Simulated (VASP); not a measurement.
# SnS2 in VASP: a series of runs

Aim: see how the results for SnS2 move with the level of theory and the settings. Levels: PBE+D3(BJ), r2SCAN. Tasks: band structure.

Program: VASP 6.6.1. These are calculated values, not measurements. Logs are shortened: lines on timing, memory, paths and dates and some standing lists are left out, and cuts for length are marked.

**1. The slab as given**

The cell holds a slab with vacuum, 3 atoms: a = 3.663 Å, b = 3.663 Å, c = 20.934 Å, α = 90.00°, β = 90.00°, γ = 120.00°.

**2. Band structure, PBE+D3(BJ)**

INCAR reads:

```
SYSTEM = SnS2
ALGO = Fast
DIPOL = 0.5 0.5 0.500
EDIFF = 1E-6
ENCUT = 520
GGA = PE
IDIPOL = 3
ISIF = 2
ISMEAR = 0
IVDW = 12
LASPH = .TRUE.
LCHARG = .FALSE.
LDIPOL = .TRUE.
LREAL = .FALSE.
LVACPOTAV = .TRUE.
LVHAR = .TRUE.
LWAVE = .FALSE.
NBANDS = 20
NELM = 80
PREC = Accurate
SIGMA = 0.03
```

KPOINTS reads:

```
k-points
0
G
  12 12 1
  0 0 0
```

POSCAR reads:

```
SnS2                                    
1.0
    3.6630995850      0.0000000000      0.0000000000
   -1.8315497925      3.1723372927      0.0000000000
    0.0000000000      0.0000000000     20.9340000000
  S               Sn            
     2     1
Direct
     0.6666666699999979    0.3333333300000021    0.4290966644915244
     0.3333333300000021    0.6666666699999979    0.5709033355084756
     0.0000000000000000    0.0000000000000000    0.5000000000000000
```

KPOINTS_OPT reads:

```
explicit points
67
Reciprocal
 0.0000000000  0.0000000000  0.0000000000 1
 0.0357142900  0.0000000000  0.0000000000 1
 0.0714285700  0.0000000000  0.0000000000 1
 0.1071428600  0.0000000000  0.0000000000 1
 0.1428571400  0.0000000000  0.0000000000 1
 0.1785714300  0.0000000000  0.0000000000 1
 0.2142857100  0.0000000000  0.0000000000 1
 0.2500000000  0.0000000000  0.0000000000 1
 0.2857142900  0.0000000000  0.0000000000 1
 0.3214285700  0.0000000000  0.0000000000 1
 0.3571428600  0.0000000000  0.0000000000 1
 0.3928571400  0.0000000000  0.0000000000 1
 0.4285714300  0.0000000000  0.0000000000 1
 0.4642857100  0.0000000000  0.0000000000 1
 0.5000000000  0.0000000000  0.0000000000 1
 0.4791666700  0.0416666700  0.0000000000 1
 0.4583333300  0.0833333300  0.0000000000 1
 0.4375000000  0.1250000000  0.0000000000 1
 0.4166666700  0.1666666700  0.0000000000 1
 0.3958333300  0.2083333300  0.0000000000 1
 0.3750000000  0.2500000000  0.0000000000 1
 0.3541666700  0.2916666700  0.0000000000 1
 0.3333333300  0.3333333300  0.0000000000 1
 0.3137254900  0.3137254900  0.0000000000 1
 0.2941176500  0.2941176500  0.0000000000 1
 0.2745098000  0.2745098000  0.0000000000 1
 0.2549019600  0.2549019600  0.0000000000 1
 0.2352941200  0.2352941200  0.0000000000 1
 0.2156862700  0.2156862700  0.0000000000 1
 0.1960784300  0.1960784300  0.0000000000 1
 0.1764705900  0.1764705900  0.0000000000 1
 0.1568627500  0.1568627500  0.0000000000 1
 0.1372549000  0.1372549000  0.0000000000 1
 0.1176470600  0.1176470600  0.0000000000 1
 0.0980392200  0.0980392200  0.0000000000 1
 0.0784313700  0.0784313700  0.0000000000 1
 0.0588235300  0.0588235300  0.0000000000 1
 0.0392156900  0.0392156900  0.0000000000 1
 0.0196078400  0.0196078400  0.0000000000 1
 0.0000000000  0.0000000000  0.0000000000 1
 0.0000000000  0.0000000000  0.0000000000 1
 0.0069499800 -0.0034749900  0.0000000000 1
-0.0069499800  0.0034749900  0.0000000000 1
 0.0202707700 -0.0101353800  0.0000000000 1
-0.0202707700  0.0101353800  0.0000000000 1
-0.0000000000  0.0060188600  0.0000000000 1
 0.0000000000 -0.0060188600  0.0000000000 1
-0.0000000000  0.0175550000  0.0000000000 1
 0.0000000000 -0.0175550000  0.0000000000 1
 0.5000000000  0.0000000000  0.0000000000 1
 0.5069499800 -0.0034749900  0.0000000000 1
 0.4930500200  0.0034749900  0.0000000000 1
 0.5202707700 -0.0101353800  0.0000000000 1
 0.4797292300  0.0101353800  0.0000000000 1
 0.5000000000  0.0060188600  0.0000000000 1
 0.5000000000 -0.0060188600  0.0000000000 1
 0.5000000000  0.0175550000  0.0000000000 1
 0.5000000000 -0.0175550000  0.0000000000 1
 0.3333333300  0.3333333300  0.0000000000 1
 0.3402833100  0.3298583400  0.0000000000 1
 0.3263833500  0.3368083200  0.0000000000 1
 0.3536041000  0.3231979500  0.0000000000 1
 0.3130625600  0.3434687100  0.0000000000 1
 0.3333333300  0.3393521900  0.0000000000 1
 0.3333333300  0.3273144700  0.0000000000 1
 0.3333333300  0.3508883300  0.0000000000 1
 0.3333333300  0.3157783300  0.0000000000 1
```

Potentials or basis: VASP PAW PBE potentials, release 64 (S, Sn_d).

Run with:

```console
> cat potpaw_PBE.64/S/POTCAR potpaw_PBE.64/Sn_d/POTCAR > POTCAR
> mpirun -np 1 vasp_std > vasp.out
```

OUTCAR:

```text
SYSTEM = SnS2
   EDIFF = 1E-6
   ENCUT = 520
   GGA = PE
   ISIF = 2
   ISMEAR = 0
   IVDW = 12
   LASPH = .TRUE.
   LREAL = .FALSE.
   NELM = 80
   PREC = Accurate
 IVDW          = 12

 ion  position               nearest neighbor table
   1  0.667  0.333  0.429-   3 2.58   3 2.58   3 2.58
   2  0.333  0.667  0.571-   3 2.58   3 2.58   3 2.58
   3  0.000  0.000  0.500-   1 2.58   2 2.58   2 2.58   1 2.58   1 2.58   2 2.58

  LATTYP: Found a hexagonal cell.
 ALAT       =     3.6630995850
 C/A-ratio  =     5.7148323474

  Lattice vectors:

 A1 = (   3.6630995850,   0.0000000000,   0.0000000000)
 A2 = (  -1.8315497925,   3.1723372927,   0.0000000000)
 A3 = (   0.0000000000,   0.0000000000,  20.9340000000)

Analysis of symmetry for initial positions (statically):
=====================================================================
 Subroutine PRICEL returns:
 Original cell was already a primitive cell.

 Routine SETGRP: Setting up the symmetry group for a
 hexagonal supercell.

 Subroutine GETGRP returns: Found 12 space group operations
 (whereof 12 operations were pure point group operations)
 out of a pool of 24 trial point group operations.

The static configuration has the point symmetry D_3d.

Analysis of symmetry for dynamics (positions and initial velocities):
=====================================================================
 Subroutine PRICEL returns:
 Original cell was already a primitive cell.

 Routine SETGRP: Setting up the symmetry group for a
 hexagonal supercell.

 Subroutine GETGRP returns: Found 12 space group operations
 (whereof 12 operations were pure point group operations)
 out of a pool of 24 trial point group operations.

The dynamic configuration has the point symmetry D_3d.

 Subroutine INISYM returns: Found 12 space group operations
 (whereof 12 operations are pure point group operations),
 and found     1 'primitive' translations

----------------------------------------------------------------------------------------

                                     Primitive cell

  volume of cell :     243.2654

  direct lattice vectors                    reciprocal lattice vectors
     3.663099585  0.000000000  0.000000000     0.272992851  0.157612496  0.000000000
    -1.831549792  3.172337293  0.000000000     0.000000000  0.315224993  0.000000000
     0.000000000  0.000000000 20.934000000     0.000000000  0.000000000  0.047769179

  length of vectors
     3.663099585  3.663099581 20.934000000     0.315224992  0.315224993  0.047769179

  position of ions in fractional coordinates (direct lattice)
     0.666666670  0.333333330  0.429096664
     0.333333330  0.666666670  0.570903336
     0.000000000  0.000000000  0.500000000

  ion indices of the primitive-cell ions
   primitive index   ion index
                 1           1
                 2           2
                 3           3

----------------------------------------------------------------------------------------

 KPOINTS: k-points

Automatic generation of k-mesh.
 Grid dimensions read from file:
 generate k-points for:   12   12    1

 Generating k-lattice:

  Cartesian coordinates                     Fractional coordinates (reciprocal lattice)
     0.022749404  0.013134375  0.000000000     0.083333333  0.000000000  0.000000000
     0.000000000  0.026268749  0.000000000     0.000000000  0.083333333  0.000000000
     0.000000000  0.000000000  0.047769179     0.000000000  0.000000000  1.000000000

  Length of vectors
     0.026268749  0.026268749  0.047769179

  Shift w.r.t. Gamma in fractional coordinates (k-lattice)
     0.000000000  0.000000000  0.000000000

 Subroutine IBZKPT returns following result:
 ===========================================

 Found     19 irreducible k-points:

 Following reciprocal coordinates:
            Coordinates               Weight
  0.000000  0.000000  0.000000      1.000000
  0.083333 -0.000000  0.000000      6.000000
  0.166667 -0.000000  0.000000      6.000000
  0.250000  0.000000  0.000000      6.000000
  0.333333 -0.000000  0.000000      6.000000
  0.416667  0.000000  0.000000      6.000000
[... 11 lines left out ...]
  0.333333  0.250000  0.000000     12.000000
  0.333333  0.333333  0.000000      2.000000
   k-points           NKPTS =     19   k-points in BZ     NKDIM =     19   number of bands    NBANDS=     20
   number of dos      NEDOS =    301   number of ions     NIONS =      3
   total plane-waves  NPLWV = 125440
   dimension x,y,z NGX =    28 NGY =   28 NGZ =  160
   dimension x,y,z NGXF=    56 NGYF=   56 NGZF=  320
   ions per type =               2   1
   NGX,Y,Z   is equivalent  to a cutoff of  12.71, 12.71, 12.71 a.u.
   NGXF,Y,Z  is equivalent  to a cutoff of  25.42, 25.42, 25.41 a.u.
 SYSTEM =  SnS2
   PREC   = accura    normal or accurate (medium, high low for compatibility)
   ISTART =      0    job   : 0-new  1-cont  2-samecut
   ICHARG =      2    charge: 1-file 2-atom 10-const
   ISPIN  =      1    spin polarized calculation?
   LNONCOLLINEAR =      F non collinear calculations
   LSORBIT =      F    spin-orbit coupling
   LASPH  =      T    aspherical Exc in radial PAW
   ENCUT  =  520.0 eV  38.22 Ry    6.18 a.u.   6.81  6.81 38.92*2*pi/ulx,y,z
   NELM   =     80;   NELMIN=  2; NELMDL= -5     # of ELM steps
   EDIFF  = 0.1E-05   stopping-criterion for ELM
   LREAL  =      F    real-space projection
   EDIFFG = 0.1E-04   stopping-criterion for IOM
   NSW    =      0    number of steps for IOM
   IBRION =     -1    ionic relax: 0-MD 1-quasi-New 2-CG
   NFREE  =      0    steps in history (QN), initial steepest desc. (CG)
   ISIF   =      2    stress and relaxation
   ISYM   =      2    0-nonsym 1-usesym 2-fastsym
   POTIM  = 0.5000    time-step for ionic-motion
   TEBEG  =    0.0;   TEEND  =   0.0 temperature during run
   PSTRESS=    0.0 pullay stress
   NELECT =      26.0000    total number of electrons
   NUPDOWN=      -1.0000    fix difference up-down
   EMIN   =  10.00;   EMAX   =-10.00  energy-range for DOS
   EFERMI =   0.00;   METHOD = LEGACY
   ISMEAR =     0;   SIGMA  =   0.03  broadening in eV -4-tet -1-fermi 0-gaus
   EFERMI_NEDOS =   21; number of points for ismear=-14 and -15
   IALGO  =     68    algorithm
   IMIX   =      4    mixing-type and parameters
     AMIX     =   0.40;   BMIX     =  1.00
     AMIX_MAG =   1.60;   BMIX_MAG =  1.00
  volume/ion in A,a.u.               =      81.09       547.21
  Fermi-wavevector in a.u.,A,eV,Ry     =   0.776913  1.468153  8.212397  0.603594
  Thomas-Fermi vector in A             =   1.879491
   LORBIT       =      0    0 simple, 1 ext, 2 COOP (PROOUT), +10 PAW based schemes
   GGA     = PE    functional components
   LHFCALC =     F    Hartree Fock is set to
   AEXX    =    0.0000 exact exchange contribution
   IVDW    =    12    specifies the selected vdW correction
   LEPSILON=     F    determine dielectric tensor
   LRPA    =     F    only Hartree local field effects (RPA)
 non-spin polarized calculation
 RMM-DIIS sequential band-by-band and
 Gauss-broadening in eV      SIGMA  =   0.03
  energy-cutoff  :      520.00
  volume of cell :      243.27
 maximum number of plane-waves:      6579
 NGX is ok and might be reduce to    28
   NGX = 13   NGY = 13   NGZ = 77

 dipolmoment           0.000000      0.000000      0.000000 electrons x Angstroem

 number of electron      26.0000006 magnetization

 dipolmoment           0.000000      0.000000     -0.000000 electrons x Angstroem

 Free energy of the ion-electron system (eV)
  ---------------------------------------------------
  ext. energy  EPLUGINS =         0.00000000
  ---------------------------------------------------
  free energy    TOTEN  =       -13.20669433 eV

  energy without entropy =      -13.20669433  energy(sigma->0) =      -13.20669433

 E-fermi :  -3.3823     XC(G=0):  -3.2040

 val. band max:       -3.6035302640   @ k =   0.1667  -0.0000   0.0000
 cond. band min:      -2.0283789438   @ k =   0.5000   0.0000   0.0000
 fundamental gap:      1.5751513202
 Fermi energy:        -3.3823283645

 k-point     1 :       0.0000    0.0000    0.0000
  band No.  band energies     occupation
      1     -24.3728      2.00000
      2     -24.3728      2.00000
      3     -24.3308      2.00000
      4     -24.3060      2.00000
      5     -24.3060      2.00000
      6     -17.0116      2.00000
[... 12 lines left out ...]
     19       2.7918      0.00000
     20       3.4479      0.00000

 k-point     2 :       0.0833   -0.0000    0.0000
  band No.  band energies     occupation
      1     -24.3767      2.00000
      2     -24.3686      2.00000
      3     -24.3277      2.00000
      4     -24.3089      2.00000
      5     -24.3059      2.00000
      6     -16.9354      2.00000
[... 12 lines left out ...]
     19       2.9179      0.00000
     20       3.5866      0.00000
[... 350 lines left out ...]
      3     -24.3199      2.00000
      4     -24.2973      2.00000
      5     -24.2791      2.00000
      6     -14.9299      2.00000
[... 12 lines left out ...]
     19       5.5551      0.00000
     20       5.8451      0.00000

 k-point    19 :       0.3333    0.3333    0.0000
  band No.  band energies     occupation
      1     -24.3924      2.00000
      2     -24.3924      2.00000
      3     -24.3068      2.00000
      4     -24.3068      2.00000
      5     -24.2818      2.00000
      6     -14.6807      2.00000
[... 12 lines left out ...]
     19       5.6607      0.00000
     20       5.7770      0.00000

------------------------ aborting loop because EDIFF is reached ----------------------------------------

 Edisp (eV)   -0.69701

 E8    (eV) :    -0.3055

  FORCE on cell =-STRESS in cart. coord.  units (eV):
  Direction    XX          YY          ZZ          XY          YZ          ZX
  --------------------------------------------------------------------------------------
  -------------------------------------------------------------------------------------
  Total      -0.03023    -0.03023    -0.03598    -0.00000    -0.00000    -0.00000
  in kB      -0.19913    -0.19913    -0.23699    -0.00000    -0.00000    -0.00000
  external pressure =       -0.21 kB  Pullay stress =        0.00 kB

 VOLUME and BASIS-vectors are now :
 -----------------------------------------------------------------------------
  energy-cutoff  :      520.00
  volume of cell :      243.27
      direct lattice vectors                 reciprocal lattice vectors
     3.663099585  0.000000000  0.000000000     0.272992851  0.157612496  0.000000000
    -1.831549792  3.172337293  0.000000000     0.000000000  0.315224993  0.000000000
     0.000000000  0.000000000 20.934000000     0.000000000  0.000000000  0.047769179

 POSITION                                       TOTAL-FORCE (eV/Angst)
 -----------------------------------------------------------------------------------
      1.83155      1.05745      8.98271         0.000000      0.000000      0.003170
     -0.00000      2.11489     11.95129        -0.000000      0.000000     -0.003170
      0.00000      0.00000     10.46700        -0.000000      0.000000      0.000000
 -----------------------------------------------------------------------------------
    total drift:                               -0.000000     -0.000000     -0.000000

  FREE ENERGIE OF THE ION-ELECTRON SYSTEM (eV)
  ---------------------------------------------------
  free  energy   TOTEN  =       -13.9037055327 eV

  energy  without entropy=      -13.9037055327  energy(sigma->0) =      -13.90370553

 vacuum level on the upper side and lower side of the slab         3.147         3.147
```

Run time: 5.4 min. Hardware: 1 thread of Intel Xeon Platinum 8488C (Sapphire Rapids), shared host; peak memory 0.45 GiB.

What came out:

```yaml
Free_energy: -13.9037 eV
Largest_force: 0.003 eV/Å
Band_gap_on_the_k_mesh: 1.58 eV, indirect (least direct gap 1.83 eV)
Band_gap_along_the_path: 1.57 eV, indirect (least direct gap 1.83 eV)
Dispersion_energy_per_atom: -0.232 eV
Ionisation_potential_of_the_upper_face: 6.75 eV
```

Forces in eV/Å, atoms in the order of the input:
```
S    0.000  0.000  0.003
S    0.000  0.000 -0.003
Sn   0.000  0.000  0.000
```

Caveat: spin-orbit coupling is left out, which moves the levels of the heavy elements.

**3. Band structure, PBE+D3(BJ), spin-orbit coupling, no magnetisation**

Changes to INCAR since step 2:

```diff
@@ -6,2 +6,3 @@
 GGA = PE
+GGA_COMPAT = .FALSE.
 IDIPOL = 3
@@ -13,3 +14,5 @@
 LDIPOL = .TRUE.
+LORBIT = 11
 LREAL = .FALSE.
+LSORBIT = .TRUE.
 LVACPOTAV = .TRUE.
@@ -17,3 +20,4 @@
 LWAVE = .FALSE.
-NBANDS = 20
+MAGMOM = 0 0 0 0 0 0 0 0 0
+NBANDS = 41
 NELM = 80
```

KPOINTS is that of step 2.

POSCAR is that of step 2.

KPOINTS_OPT is that of step 2.

Potentials or basis: VASP PAW PBE potentials, release 64 (S, Sn_d).

Run with:

```console
> cat potpaw_PBE.64/S/POTCAR potpaw_PBE.64/Sn_d/POTCAR > POTCAR
> mpirun -np 1 vasp_ncl > vasp.out
```

It took 30 min on 1 thread of Intel Xeon Platinum 8488C (Sapphire Rapids), shared host; peak memory 0.97 GiB.

The run converged. Its results:

| Item | Value |
| --- | --- |
| Free energy | -13.9484 eV |
| Largest force | 0.005 eV/Å |
| Valence electrons inside the program's atomic spheres | S 3.70; Sn 12.19 |
| Dispersion energy per atom | -0.232 eV |
| Work function of the upper face | 6.58 eV |
| Work function of the lower face | 6.58 eV |

Forces on the atoms (eV/Å):
```
S    0.000  0.000  0.005
S    0.000  0.000 -0.005
Sn   0.000  0.000  0.000
```

**4. Band structure, r2SCAN**

INCAR reads:

```
SYSTEM = SnS2
ALGO = All
AMIN = 0.01
DIPOL = 0.5 0.5 0.500
EDIFF = 1E-6
ENCUT = 520
IDIPOL = 3
ISIF = 2
ISMEAR = 0
LASPH = .TRUE.
LCHARG = .FALSE.
LDIPOL = .TRUE.
LMIXTAU = .TRUE.
LREAL = .FALSE.
LVACPOTAV = .TRUE.
LVHAR = .TRUE.
LWAVE = .FALSE.
METAGGA = R2SCAN
NBANDS = 20
NELM = 120
PREC = Accurate
SIGMA = 0.03
```

KPOINTS is that of step 3.

POSCAR is that of step 3.

KPOINTS_OPT is that of step 3.

Run with:

```console
> cat potpaw_PBE.64/S/POTCAR potpaw_PBE.64/Sn_d/POTCAR > POTCAR
> mpirun -np 1 vasp_std > vasp.out
```

It took 15 min on 1 thread of Intel Xeon Platinum 8488C (Sapphire Rapids), shared host; peak memory 0.48 GiB.

It converged, with:

| Property | Result |
| --- | --- |
| Free energy | -42.1848 eV |
| Largest force | 0.225 eV/Å |
| Band gap on the k mesh | 1.90 eV, indirect (least direct gap 2.17 eV) |
| Band gap along the path | 1.90 eV, indirect (least direct gap 2.17 eV) |
| Ionisation potential of the upper face | 7.07 eV |

Forces in eV/Å, atoms in the order of the input:
```
S    0.000  0.000  0.225
S    0.000  0.000 -0.225
Sn   0.000  0.000  0.000
```

Levels at points of the mesh, in eV from the valence-band top:
| k point | band 9 | band 10 | band 11 | band 12 | band 13 | band 14 | band 15 | band 16 | band 17 | band 18 |
| --- | --- | --- | --- | --- | --- | --- | --- | --- | --- | --- |
| (0.00, 0.00, 0.00) | -0.89 | -0.48 | -0.48 | -0.09 | -0.09 | 2.93 | 4.43 | 5.94 | 5.94 | 7.02 |
| (0.50, 0.00, 0.00) | -4.41 | -2.27 | -2.07 | -0.53 | -0.26 | 1.90 | 5.33 | 6.85 | 6.91 | 7.19 |

Caveat: the PAW data sets were made with another functional, which shifts forces and pressure a little; spin-orbit coupling is left out, which moves the levels of the heavy elements.

**5. Summary**

```tsv
level	spin	further INCAR settings	gap on the mesh (eV)	largest force (eV/Å)
PBE+D3(BJ)	off	ALGO = Fast; EDIFF = 1e-06; NBANDS = 20	1.58	-
PBE+D3(BJ)	SOC, no magnetisation	ALGO = Fast; EDIFF = 1e-06; NBANDS = 41	-	0.01
r2SCAN	off	ALGO = All; EDIFF = 1e-06; NBANDS = 20	1.90	0.22
```

Alike in all rows: task band structure; potentials or basis VASP PAW PBE potentials, release 64 (S, Sn_d); cell as given; k mesh 12 × 12 × 1; cutoff (eV) 520; smearing gaussian 0.03 eV.

Caveats: spin-orbit coupling is left out, which moves the levels of the heavy elements (some runs); the PAW data sets were made with another functional, which shifts forces and pressure a little (some runs).

Absolute energies hang on the potentials; compare differences alone.
